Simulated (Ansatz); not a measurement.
The cell is COD entry 2106407, as deposited and not checked against the literature; nothing was relaxed.

An input for TaN: DFT, PBE, PAW with Ansatz's default frozen-core files, scalar-relativistic (Ansatz 0.2.0).

Command: `ansatz run input.yaml --threads 2 --pin off --max-ram 6144MiB --backend cpu --events-out ev --progress --plain --runs-dir out` The run took 47 s on 2 threads of Arm Neoverse V1 (shared host), peak memory 0.44 GiB.

```yaml
crystal:
  lattice:
    - [5.1960008669, 0.0, 0.0]
    - [-2.5980004334, 4.4998687488, 0.0]
    - [0.0, 0.0, 2.911]
  atoms:
    - { symbol: Ta, position: [0.3333333333, 0.6666666667, 0.5] }
    - { symbol: Ta, position: [0.6666666667, 0.3333333333, 0.5] }
    - { symbol: Ta, position: [0.0, 0.0, 0.0] }
    - { symbol: "N", position: [0.39285, 0.0, 0.0] }
    - { symbol: "N", position: [0.60715, 0.60715, 0.0] }
    - { symbol: "N", position: [0.0, 0.39285, 0.0] }
kpoints:
  mp_grid: { grid: [6, 6, 9] }
  band_path:
    path:
      - [0.0, 0.0, 0.0]
      - [0.5, 0.0, 0.0]
      - [0.3333333333, 0.3333333333, 0.0]
      - [0.0, 0.0, 0.0]
      - [0.0, 0.0, 0.5]
      - [0.5, 0.0, 0.5]
      - [0.3333333333, 0.3333333333, 0.5]
      - [0.0, 0.0, 0.5]
      - [0.5, 0.0, 0.5]
    npoints: 14
scf:
  occupations: { method: fermi_dirac, width: 0.01 }
hamiltonian:
  xc: pbe
  pseudopotentials: { kind: paw }
output:
  forces: true
  stress: true
  eigenvalues: true
  efg: { contact_densities: true }
  populations: true
  bader: true
  dos: { projected: true, de: 0.2, e_range: [-14, 8] }
  write_density: true
  write_potential: true
  elf: true
  volumetric_format: npy
```

Set-up and iterations as logged by Ansatz (the results part is left out, to be predicted):

```
Engine: ansatz 0.2.0
Pseudopotentials: kind: paw
Pseudopotential: Ta, paw, valence charge 13, recommended cutoff 420 eV (normal)
Pseudopotential: N, paw, valence charge 5, recommended cutoff 420 eV (normal)
Functional definition: PBE
  parameter kappa = 0.804
  parameter beta = 0.06672455060314922
  exchange = pbe_x(kappa = kappa, mu = beta*pi^2/3)
  correlation = pbe_c(beta = beta)
Crystal: 6 atoms, lattice volume = 68.063 Å³
Basis set: ecut = 420 eV, 1287 PW (Γ), exchange–correlation on 72×72×40 points (8 copies of the dense FFT grid, shifted against one another)
Bands: 33, of which v1, the nominal top of the filled ones, is band 27 counted from 1 (26 counted from 0)
Symmetry: 12 space group operations
Space group: P-62m (ITA 189), of the structure as read, at distance tolerance 4.1e-5 Å
k-points: 35 of 324 (time reversal used)
Non-local potential: Ta, projectors of the file, l = 0: 3, l = 1: 2, l = 2: 2, l = 3: 1
Non-local potential: N, projectors of the file, l = 0: 2, l = 1: 2, l = 2: 1
PAW form: soft (Blöchl's): semilocal exchange-correlation on the pseudo side does not see the compensation charge
PAW one-centre angular grid: Ta, 590 points (default); XC on 64 Gauss nodes
PAW one-centre angular grid: N, 110 points (default); XC on 64 Gauss nodes
Initial density: superposition of atomic densities (neutral atoms: chi_scale 0, normalization atom), corrected by the library's trained network
Initial wavefunctions: pseudopotential atomic-orbital guess
Functional: x = pbe(κ = 0.804, μ = 0.2195149727645171), c = pbe(β = 0.06672455060314922)
SCF iter   1: F=—  HF=-30955.745817 eV  |F-HF|=—  |Δ(HF+E_count)|=         —  Δρ=8.89e-3  dr2=4.52e-2  ethr=1.77e-3  ⟨swp⟩=6.2  Hψ=4836  notcnv=0
SCF iter   2: F=—  HF=-30955.742036 eV  |F-HF|=—  |Δ(HF+E_count)|=   3.78e-3  Δρ=4.64e-3  dr2=9.26e-3  ethr=8.38e-5  ⟨swp⟩=2.7  Hψ=1992  notcnv=0  defer=49
SCF iter   3: F=—  HF=-30955.742523 eV  |F-HF|=—  |Δ(HF+E_count)|=   4.86e-4  Δρ=1.81e-3  dr2=1.70e-3  ethr=1.71e-5  ⟨swp⟩=2.9  Hψ=1771  notcnv=0  defer=51
SCF iter   4: F=—  HF=-30955.742505 eV  |F-HF|=—  |Δ(HF+E_count)|=   1.74e-5  Δρ=3.44e-4  dr2=6.12e-5  ethr=3.14e-6  ⟨swp⟩=2.1  Hψ=1683  notcnv=0  defer=51
SCF iter   5: F=—  HF=-30955.742522 eV  |F-HF|=—  |Δ(HF+E_count)|=   1.65e-5  Δρ=1.03e-4  dr2=5.83e-6  ethr=1.13e-7  ⟨swp⟩=2.0  Hψ=1605  notcnv=0  defer=51
SCF iter   6: F=—  HF=-30955.742521 eV  |F-HF|=—  |Δ(HF+E_count)|=   4.63e-7  Δρ=2.09e-5  dr2=2.26e-7  ethr=1.08e-8  ⟨swp⟩=2.1  Hψ=1526  notcnv=0  defer=51
SCF iter   7: F=-30955.742521 eV  HF=-30955.742521 eV  |F-HF|=8.37e-10  |Δ(HF+E_count)|=   2.10e-8  Δρ=2.86e-6  dr2=4.81e-9  ethr=1.85e-10  ⟨swp⟩=13.1  Hψ=7516  notcnv=0
```

Q: What pressure will this run report?

A: 4.92 GPa (positive in compression).

Q: How large will the largest force be?

A: 0.052 eV/Å.

Q: Is there a band gap?

A: none: bands cross the Fermi level, a metal.
